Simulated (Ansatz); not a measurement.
# HfB2: relaxation of cell and atoms with PBE

HfB2:

```
CELL_PARAMETERS angstrom
3.14000 0.00000 0.00000
-1.57000 2.71932 0.00000
0.00000 0.00000 3.48000
ATOMIC_POSITIONS crystal
Hf 0.00000 0.00000 0.00000
B 0.66667 0.33333 0.50000
B 0.33333 0.66667 0.50000
```

- Program: Ansatz 0.2.0
- Task: relaxation of cell and atoms
- Functional: PBE
- Potentials or basis: Ansatz PAW
- Cutoff: 420 eV (not typed: the program's choice for these potentials)
- k mesh: 10 × 10 × 8
- Occupations: fermi-dirac, width 0.05 eV
- Spin: no spin polarisation
- Target pressure: 2 GPa
- Target pressure (GPa): 2

| Quantity | Value |
| --- | --- |
| Relaxed volume | 9.88 Å³/atom |
| Relaxed cell | a = 3.136 Å, b = 3.136 Å, c = 3.480 Å, α = 90.00°, β = 90.00°, γ = 120.00° |
| Space group after relaxing (to 0.05 Å) | P6/mmm (No. 191) |
| Energy change on relaxing (the enthalpy is what falls) | +0.2 meV/atom |
| Ionic steps | 4 |
| Pressure after relaxing | 2.0 GPa |
| Band gap on the k mesh | none (metal or under the smearing width) |

The path:
| step | energy change (eV) | largest force (eV/Å) | volume (Å³) |
| --- | --- | --- | --- |
| 1 | 0.0000 | 0.0000 | 29.71 |
| 2 | 0.0007 | 0.0000 | 29.63 |
| 3 | 0.0006 | 0.0000 | 29.65 |
| 4 | 0.0007 | 0.0000 | 29.65 |

Final structure:
```cif
data_structure
_symmetry_space_group_name_H-M 'P 1'
_symmetry_Int_Tables_number 1
_cell_length_a 3.1363
_cell_length_b 3.1363
_cell_length_c 3.4803
_cell_angle_alpha 90.000
_cell_angle_beta 90.000
_cell_angle_gamma 120.000
_cell_volume 29.65
loop_
_atom_site_label
_atom_site_type_symbol
_atom_site_fract_x
_atom_site_fract_y
_atom_site_fract_z
_atom_site_occupancy
Hf1 Hf 0.00000 0.00000 0.00000 1
B1 B 0.66667 0.33333 0.50000 1
B2 B 0.33333 0.66667 0.50000 1
```

Levels at points of the mesh, in eV from the Fermi level:
```tsv
k point	band 14	band 15	band 16	band 17	band 18	band 19
(0.00, 0.00, 0.00)	-2.81	-2.81	-2.66	4.11	4.11	4.73
(0.00, 0.00, -0.50)	-1.05	-1.05	0.41	0.41	1.07	1.07
(0.00, -0.50, 0.00)	-4.06	-3.30	-2.79	2.25	2.81	5.66
(0.00, -0.50, -0.50)	-4.88	-4.63	-2.58	4.15	4.23	6.34
```

Run time: 6 s on 2 threads of Intel(R) Xeon(R) Platinum 8259CL CPU @ 2.50GHz (Skylake/Cascade Lake), on a shared host, peak memory 0.39 GiB.

Caveat: the plane-wave basis is chosen anew once the cell has moved, so the energies of steps on either side of that aren't comparable. The run has no spin-orbit coupling, so splittings on Hf are missing.
